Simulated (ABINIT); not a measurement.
# Au (Fm-3m) in ABINIT: a series of runs

One crystal, Au, is run at these levels: PBE; tasks: relaxation of cell and atoms, single point.

Program: ABINIT 10.8.3 (patched build). These are calculated values, not measurements. Logs are shortened: lines on timing, memory, paths and dates and some standing lists are left out, and cuts for length are marked. The log counts tension as positive stress, the text compression.

## (1) The structure

The structure is cubic, space group Fm-3m (No. 225). Conventional cell: a = 4.070 Å, b = 4.070 Å, c = 4.070 Å, α = 90.00°, β = 90.00°, γ = 90.00°. Au (site symmetry m-3m) is surrounded by 12 Au at 2.88 Å.

## (2) Relaxation of cell and atoms, PBE

Input file run.abi:

```
# Pseudopotentials
pp_dirpath "./"
pseudos "Au.GGA_PBE-ansatz_soft_1.xml"

# Structure
acell 3*1.0
rprim
     0.0000000000     3.8455926636     3.8455926636
     3.8455926636     0.0000000000     3.8455926636
     3.8455926636     3.8455926636     0.0000000000
ntypat 1
znucl 79
natom 1
typat 1
chkprim 0
chksymtnons 0
tolsym 1.0e-6
xred
            0.0            0.0            0.0

# Plane-wave basis
ecut 15.4
pawecutdg 30.8
pawxcdev 0
pawovlp -1
ecutsm 0.5

# k points
kptopt 1
ngkpt 8 8 8
nshiftk 1
shiftk 0.0 0.0 0.0

# Exchange and correlation
ixc 11

# Bands and occupations
nband 14
occopt 3
tsmear 0.05 eV

# SCF cycle
nstep 80
tolvrs 1.0e-10

# Output
iomode 3
prteig 0
prtebands 0
prtwf 0
prtden 0

# Relaxation
ionmov 2
optcell 2
ntime 50
tolmxf 2.0e-5
dilatmx 1.08
```

Potentials or basis: Ansatz PAW PBE generated set soft_1, frozen core.

Command:

```console
$ mpirun --bind-to none -np 4 abinit run.abi > log 2>&1
```

run.abo:

```text
[... set-up lines left out ...]
 ETOT  1  -136.57259392725    -1.366E+02 4.789E+00 1.100E+01
 ETOT  2  -137.72561525986    -1.153E+00 2.537E-02 6.179E+00
 ETOT  3  -137.71825230189     7.363E-03 1.968E-03 1.401E+00
 ETOT  4  -137.71754768735     7.046E-04 4.785E-04 4.711E-01
 ETOT  5  -137.71711364127     4.340E-04 2.427E-04 3.068E-04
 ETOT  6  -137.71711599481    -2.354E-06 3.458E-05 2.326E-04
 ETOT  7  -137.71711581531     1.795E-07 2.573E-05 9.864E-06
 ETOT  8  -137.71711581100     4.309E-09 3.684E-06 6.384E-08
 ETOT  9  -137.71711581093     6.878E-11 2.760E-06 1.373E-08
 ETOT 10  -137.71711581091     1.342E-11 8.740E-07 4.791E-10
 ETOT 11  -137.71711581092    -5.969E-13 6.786E-07 2.436E-11

 At SCF step   11       nres2   =  2.44E-11 < tolvrs=  1.00E-10 =>converged.

 Cartesian components of stress tensor (hartree/bohr^3)
  sigma(1 1)= -4.04552056E-04  sigma(3 2)=  0.00000000E+00
  sigma(2 2)= -4.04552056E-04  sigma(3 1)=  0.00000000E+00
  sigma(3 3)= -4.04552056E-04  sigma(2 1)=  0.00000000E+00

--- !ResultsGS
iteration_state: {dtset: 1, itime: 1, icycle: 1, }
comment   : Summary of ground state results
lattice_vectors:
- [  0.0000000,   3.8455927,   3.8455927, ]
- [  3.8455927,   0.0000000,   3.8455927, ]
- [  3.8455927,   3.8455927,   0.0000000, ]
lattice_lengths: [   5.43849,    5.43849,    5.43849, ]
lattice_angles: [ 60.000,  60.000,  60.000, ] # degrees, (23, 13, 12)
lattice_volume:   1.1374173E+02
convergence: {deltae: -5.969E-13, res2:  2.436E-11, residm:  6.786E-07, diffor: null, }
etotal    :  -1.37717116E+02
entropy   :   0.00000000E+00
fermie    :   3.17178845E-01
cartesian_stress_tensor: # hartree/bohr^3
- [ -4.04552056E-04,   0.00000000E+00,   0.00000000E+00, ]
- [  0.00000000E+00,  -4.04552056E-04,   0.00000000E+00, ]
- [  0.00000000E+00,   0.00000000E+00,  -4.04552056E-04, ]
pressure_GPa:   1.1902E+01
xred      :
- [  0.0000E+00,   0.0000E+00,   0.0000E+00, Au]
cartesian_forces: # hartree/bohr
- [ -0.00000000E+00,  -0.00000000E+00,  -0.00000000E+00, ]
force_length_stats: {min:   0.00000000E+00, max:   0.00000000E+00, mean:   0.00000000E+00, }
...

 Integrated electronic density in atomic spheres:
 ------------------------------------------------
 Atom  Sphere_radius  Integrated_density
    1        2.63806         17.89315617

---OUTPUT-----------------------------------------------------------------------

 Cartesian coordinates (xcart) [bohr]
  0.00000000000000E+00  0.00000000000000E+00  0.00000000000000E+00
 Reduced coordinates (xred)
  0.00000000000000E+00  0.00000000000000E+00  0.00000000000000E+00
 Cartesian forces (fcart) [Ha/bohr]; max,rms= 0.00000E+00 0.00000E+00 (free atoms)
 -0.00000000000000E+00 -0.00000000000000E+00 -0.00000000000000E+00
 Gradient of E wrt nuclear positions in reduced coordinates (gred)
  0.00000000000000E+00  0.00000000000000E+00  0.00000000000000E+00
 Scale of Primitive Cell (acell) [bohr]
  1.00000000000000E+00  1.00000000000000E+00  1.00000000000000E+00
 Real space primitive translations (rprimd) [bohr]
  0.00000000000000E+00  3.84559266360000E+00  3.84559266360000E+00
  3.84559266360000E+00  0.00000000000000E+00  3.84559266360000E+00
  3.84559266360000E+00  3.84559266360000E+00  0.00000000000000E+00
 Unitary Cell Volume (ucvol) [Bohr^3]=  1.13741732074631E+02
 Angles (23,13,12)= [degrees]
  6.00000000000000E+01  6.00000000000000E+01  6.00000000000000E+01
 Lengths [Bohr]
  5.43848930022560E+00  5.43848930022560E+00  5.43848930022560E+00
 Stress tensor in cartesian coordinates (strten) [Ha/bohr^3]
 -4.04552056433971E-04  0.00000000000000E+00  0.00000000000000E+00
  0.00000000000000E+00 -4.04552056433957E-04  0.00000000000000E+00
  0.00000000000000E+00  0.00000000000000E+00 -4.04552056433943E-04
 Total energy (etotal) [Ha]= -1.37717115810915E+02

--- Iteration: ( 2/50) Internal Cycle: (1/1)
--------------------------------------------------------------------------------

---SELF-CONSISTENT-FIELD CONVERGENCE--------------------------------------------

--- !BeginCycle
iteration_state: {dtset: 1, itime: 2, icycle: 1, }
solver: {iscf: 17, nstep: 80, nline: 4, wfoptalg: 10, }
tolerances: {tolvrs: 1.00E-10, }
...

     iter   Etot(hartree)      deltaE(h)  residm     nres2
 ETOT  1  -137.74191850501    -1.377E+02 1.072E-04 7.207E+00
 ETOT  2  -137.72208181269     1.984E-02 1.730E-04 1.488E+00
 ETOT  3  -137.71821985594     3.862E-03 2.931E-04 1.893E-02
 ETOT  4  -137.71829465322    -7.480E-05 5.094E-05 8.356E-04
 ETOT  5  -137.71829962626    -4.973E-06 1.299E-05 7.164E-05
 ETOT  6  -137.71829968536    -5.910E-08 1.751E-05 1.922E-06
 ETOT  7  -137.71829969298    -7.614E-09 4.225E-06 3.429E-08
 ETOT  8  -137.71829969302    -4.428E-11 5.610E-06 8.475E-10
 ETOT  9  -137.71829969303    -6.480E-12 1.402E-06 2.646E-11

 At SCF step    9       nres2   =  2.65E-11 < tolvrs=  1.00E-10 =>converged.

 Cartesian components of stress tensor (hartree/bohr^3)
  sigma(1 1)= -1.67855035E-04  sigma(3 2)=  0.00000000E+00
  sigma(2 2)= -1.67855035E-04  sigma(3 1)=  0.00000000E+00
  sigma(3 3)= -1.67855035E-04  sigma(2 1)=  0.00000000E+00

--- !ResultsGS
iteration_state: {dtset: 1, itime: 2, icycle: 1, }
comment   : Summary of ground state results
lattice_vectors:
- [  0.0000000,   3.8922649,   3.8922649, ]
- [  3.8922649,   0.0000000,   3.8922649, ]
- [  3.8922649,   3.8922649,   0.0000000, ]
lattice_lengths: [   5.50449,    5.50449,    5.50449, ]
lattice_angles: [ 60.000,  60.000,  60.000, ] # degrees, (23, 13, 12)
lattice_volume:   1.1793350E+02
convergence: {deltae: -6.480E-12, res2:  2.646E-11, residm:  1.402E-06, diffor: null, }
etotal    :  -1.37718300E+02
entropy   :   0.00000000E+00
fermie    :   2.95512023E-01
cartesian_stress_tensor: # hartree/bohr^3
- [ -1.67855035E-04,   0.00000000E+00,   0.00000000E+00, ]
[... 238 lines left out ...]
     iter   Etot(hartree)      deltaE(h)  residm     nres2
 ETOT  1  -137.71859741562    -1.377E+02 3.627E-09 3.093E-04
 ETOT  2  -137.71859648051     9.351E-07 1.782E-09 6.339E-05
 ETOT  3  -137.71859631585     1.647E-07 1.235E-08 9.526E-07
 ETOT  4  -137.71859631912    -3.271E-09 1.701E-10 5.014E-08
 ETOT  5  -137.71859631936    -2.396E-10 2.938E-12 3.902E-09
 ETOT  6  -137.71859631937    -6.196E-12 6.174E-13 9.152E-11

 At SCF step    6       nres2   =  9.15E-11 < tolvrs=  1.00E-10 =>converged.

 Cartesian components of stress tensor (hartree/bohr^3)
  sigma(1 1)= -5.37873918E-08  sigma(3 2)=  0.00000000E+00
  sigma(2 2)= -5.37873918E-08  sigma(3 1)=  0.00000000E+00
  sigma(3 3)= -5.37873918E-08  sigma(2 1)=  0.00000000E+00

--- !ResultsGS
iteration_state: {dtset: 1, itime: 5, icycle: 1, }
comment   : Summary of ground state results
lattice_vectors:
- [  0.0000000,   3.9320619,   3.9320619, ]
- [  3.9320619,   0.0000000,   3.9320619, ]
- [  3.9320619,   3.9320619,   0.0000000, ]
lattice_lengths: [   5.56078,    5.56078,    5.56078, ]
lattice_angles: [ 60.000,  60.000,  60.000, ] # degrees, (23, 13, 12)
lattice_volume:   1.2158809E+02
convergence: {deltae: -6.196E-12, res2:  9.152E-11, residm:  6.174E-13, diffor: null, }
etotal    :  -1.37718596E+02
entropy   :   0.00000000E+00
fermie    :   2.77955064E-01
cartesian_stress_tensor: # hartree/bohr^3
- [ -5.37873918E-08,   0.00000000E+00,   0.00000000E+00, ]
- [  0.00000000E+00,  -5.37873918E-08,   0.00000000E+00, ]
- [  0.00000000E+00,   0.00000000E+00,  -5.37873918E-08, ]
pressure_GPa:   1.5825E-03
xred      :
- [  0.0000E+00,   0.0000E+00,   0.0000E+00, Au]
cartesian_forces: # hartree/bohr
- [ -0.00000000E+00,  -0.00000000E+00,  -0.00000000E+00, ]
force_length_stats: {min:   0.00000000E+00, max:   0.00000000E+00, mean:   0.00000000E+00, }
...

 Integrated electronic density in atomic spheres:
 ------------------------------------------------
 Atom  Sphere_radius  Integrated_density
    1        2.63806         17.80391479

---OUTPUT-----------------------------------------------------------------------

 Cartesian coordinates (xcart) [bohr]
  0.00000000000000E+00  0.00000000000000E+00  0.00000000000000E+00
 Reduced coordinates (xred)
  0.00000000000000E+00  0.00000000000000E+00  0.00000000000000E+00
 Cartesian forces (fcart) [Ha/bohr]; max,rms= 0.00000E+00 0.00000E+00 (free atoms)
 -0.00000000000000E+00 -0.00000000000000E+00 -0.00000000000000E+00
 Gradient of E wrt nuclear positions in reduced coordinates (gred)
  0.00000000000000E+00  0.00000000000000E+00  0.00000000000000E+00
 Scale of Primitive Cell (acell) [bohr]
  5.56077531345067E+00  5.56077531345067E+00  5.56077531345067E+00
 Real space primitive translations (rprimd) [bohr]
  0.00000000000000E+00  3.93206193279572E+00  3.93206193279572E+00
  3.93206193279572E+00  0.00000000000000E+00  3.93206193279572E+00
  3.93206193279572E+00  3.93206193279572E+00  0.00000000000000E+00
 Unitary Cell Volume (ucvol) [Bohr^3]=  1.21588092344499E+02
 Angles (23,13,12)= [degrees]
  6.00000000000000E+01  6.00000000000000E+01  6.00000000000000E+01
 Lengths [Bohr]
  5.56077531345067E+00  5.56077531345067E+00  5.56077531345067E+00
 Stress tensor in cartesian coordinates (strten) [Ha/bohr^3]
 -5.37873918043941E-08  0.00000000000000E+00  0.00000000000000E+00
  0.00000000000000E+00 -5.37873918460274E-08  0.00000000000000E+00
  0.00000000000000E+00  0.00000000000000E+00 -5.37873918043941E-08
 Total energy (etotal) [Ha]= -1.37718596319367E+02

 Difference of energy with previous step (new-old):
           Absolute (Ha)=-1.79798E-08
           Relative     =-1.30555E-10

 At Broyd/MD step   5, gradients are converged :
  max grad (force/stress) = 5.3787E-06 < tolmxf= 2.0000E-05 ha/bohr (free atoms)

================================================================================

 ----iterations are completed or convergence reached----

 Mean square residual over all n,k,spin=   13.877E-14; max=  61.739E-14
 reduced coordinates (array xred) for    1 atoms
       0.000000000000      0.000000000000      0.000000000000
 rms dE/dt=  0.0000E+00; max dE/dt=  0.0000E+00; dE/dt below (all hartree)
    1       0.000000000000      0.000000000000      0.000000000000

 cartesian coordinates (angstrom) at end:
    1      0.00000000000000     0.00000000000000     0.00000000000000

 cartesian forces (hartree/bohr) at end:
    1     -0.00000000000000    -0.00000000000000    -0.00000000000000
 frms,max,avg= 0.0000000E+00 0.0000000E+00   0.000E+00  0.000E+00  0.000E+00 h/b

 cartesian forces (eV/Angstrom) at end:
    1     -0.00000000000000    -0.00000000000000    -0.00000000000000
 frms,max,avg= 0.0000000E+00 0.0000000E+00   0.000E+00  0.000E+00  0.000E+00 e/A
 length scales=  5.560775313451  5.560775313451  5.560775313451 bohr
              =  2.942635568834  2.942635568834  2.942635568834 angstroms
 Fermi (or HOMO) energy (hartree) =   0.27796   Average Vxc (hartree)=  -0.46025
 Eigenvalues (hartree) for nkpt=  29  k points:
 kpt#   1, nband= 14, wtk=  0.00195, kpt=  0.0000  0.0000  0.0000 (reduced coord)
  -3.58954   -1.79926   -1.79926   -1.79926   -0.06078    0.11942    0.11942    0.11942
   0.17009    0.17009    0.81552    0.95064    0.95064    0.95064
      occupation numbers for kpt#   1
   2.00000    2.00000    2.00000    2.00000    2.00000    2.00000    2.00000    2.00000
   2.00000    2.00000    0.00000    0.00000    0.00000    0.00000
 prteigrs : prtvol=0 or 1, do not print more k-points.

--- !EnergyTerms
iteration_state     : {dtset: 1, itime: 5, icycle: 1, }
comment             : Components of total free energy in Hartree
kinetic             :  2.12178340900230E+01
hartree             :  2.81599432201997E+01
xc                  : -7.89942963366980E+00
Ewald energy        : -1.05233287079629E+02
psp_core            :  7.98196618736269E+00
local_psp           : -7.34977342790225E+01
PAW spherical_terms : -8.44771434918983E+00
internal            : -1.37718421843925E+02
'-kT*entropy'       : -1.73120989625000E-04
total_energy        : -1.37718594964915E+02
total_energy_eV     : -3.74751388084412E+03
...

--- !EnergyTermsDC
iteration_state     : {dtset: 1, itime: 5, icycle: 1, }
comment             : '"Double-counting" decomposition of free energy'
band_energy         : -1.65087166925782E+01
Ewald energy        : -1.05233287079629E+02
psp_core            :  7.98196618736269E+00
xc_dc               : -2.64679955157841E+01
PAW spherical_terms :  2.50960990225069E+00
internal            : -1.37718423198378E+02
'-kT*entropy'       : -1.73120989625000E-04
total_energy_dc     : -1.37718596319367E+02
total_energy_dc_eV  : -3.74751391770064E+03
...

--- !EnergyTermsWithPAWCore
iteration_state     : {dtset: 1, itime: 5, icycle: 1, }
comment             : 'Components of total free energy, including PAW core contributions'
Total energy        : -1.67903879714477E+04
Total energy DC     : -1.67903879728021E+04
Total energy (eV)   : -4.56889732310936E+05
Total energy DC (eV): -4.56889732347793E+05
...

 Cartesian components of stress tensor (hartree/bohr^3)
  sigma(1 1)= -5.37873918E-08  sigma(3 2)=  0.00000000E+00
  sigma(2 2)= -5.37873918E-08  sigma(3 1)=  0.00000000E+00
  sigma(3 3)= -5.37873918E-08  sigma(2 1)=  0.00000000E+00

-Cartesian components of stress tensor (GPa)         [Pressure=  1.5825E-03 GPa]
- sigma(1 1)= -1.58247970E-03  sigma(3 2)=  0.00000000E+00
- sigma(2 2)= -1.58247970E-03  sigma(3 1)=  0.00000000E+00
- sigma(3 3)= -1.58247970E-03  sigma(2 1)=  0.00000000E+00

== END DATASET(S) ==============================================================
================================================================================

 -outvars: echo values of variables after computation  --------
            acell      5.5607753135E+00  5.5607753135E+00  5.5607753135E+00 Bohr
           etotal     -1.3771859632E+02
            fcart     -0.0000000000E+00 -0.0000000000E+00 -0.0000000000E+00
            rprim      0.0000000000E+00  7.0710678119E-01  7.0710678119E-01
                       7.0710678119E-01  0.0000000000E+00  7.0710678119E-01
                       7.0710678119E-01  7.0710678119E-01  0.0000000000E+00
           strten     -5.3787391804E-08 -5.3787391846E-08 -5.3787391804E-08
                       0.0000000000E+00  0.0000000000E+00  0.0000000000E+00
 Calculation completed.
```

Run time: 34 s. Hardware: 4 MPI ranks of Arm Neoverse V1, shared host; peak memory 0.68 GiB.

What came out:

* Free energy: -3747.5139 eV
* Relaxed volume: 18.02 Å³/atom
* Relaxed cell: a = 2.943 Å, b = 2.943 Å, c = 2.943 Å, α = 60.00°, β = 60.00°, γ = 60.00°
* Space group after relaxing (to 0.05 Å): Fm-3m (No. 225)
* Energy gained by relaxing: 40.3 meV/atom
* Ionic steps: 5
* Pressure after relaxing: 0.0 GPa
* Band gap on the k mesh: none (metal or under the smearing width)

The path:
```csv
step,energy change (eV),largest force (eV/Å),pressure (GPa),volume (Å³)
1,0.0000,0.0000,11.90,16.85
2,-0.0322,0.0000,4.94,17.48
3,-0.0402,0.0000,0.52,17.95
4,-0.0403,0.0000,0.04,18.01
5,-0.0403,0.0000,0.00,18.02
```

Final structure:
```yaml
crystal:
  lattice:
    - [0.00000, 2.08076, 2.08076]
    - [2.08076, 0.00000, 2.08076]
    - [2.08076, 2.08076, 0.00000]
  atoms:
    - { symbol: Au, position: [0.00000, 0.00000, 0.00000] }
```

## (3) Single point, PBE (cell relaxed)

Input file run.abi:

```
pp_dirpath "./"
pseudos "Au.GGA_PBE-ansatz_soft_1.xml"

acell 3*1.0
rprim
     0.0000000000     3.9320619390     3.9320619390
     3.9320619390     0.0000000000     3.9320619390
     3.9320619390     3.9320619390     0.0000000000
ntypat 1
znucl 79
natom 1
typat 1
xred
     0.0000000000     0.0000000000     0.0000000000
chkprim 0
chksymtnons 0
tolsym 1.0e-6

ecut 15.4
pawecutdg 30.8
pawxcdev 0

kptopt 1
ngkpt 8 8 8
nshiftk 1
shiftk 0.0 0.0 0.0

ixc 11

nband 14
occopt 3
tsmear 0.05 eV

nstep 100
tolvrs 1.0e-9

iomode 3
prtwf 0
prtden 0
prteig 0
prtebands 0
```

Potentials or basis: Ansatz PAW PBE generated set soft_1, frozen core.

Command:

```console
$ mpirun --bind-to none -np 4 abinit run.abi > log 2>&1
```

It took 11 s on 4 MPI ranks of Arm Neoverse V1, shared host; peak memory 0.68 GiB.

It converged, with:

```
Free energy                                           : -3747.5140 eV
Pressure                                              : -0.1 GPa
Band gap on the k mesh                                : none (metal or under the smearing width)
Valence electrons inside the program's atomic spheres : Au 17.80 (radii [1.396] Å)
```

Levels at points of the mesh, in eV from the Fermi level:
```
           k point  band 7  band 8  band 9  band 10  band 11  band 12  band 13  band 14
(0.00, 0.00, 0.00)   -4.31   -4.31   -2.94    -2.94    14.63    18.30    18.30    18.30
(0.50, 0.00, 0.00)   -4.35   -1.84   -1.84    -0.64     2.87    14.07    16.79    16.79
(0.50, 0.50, 0.00)   -1.88   -1.55   -1.55     1.25     5.42     9.93     9.93    16.66
```
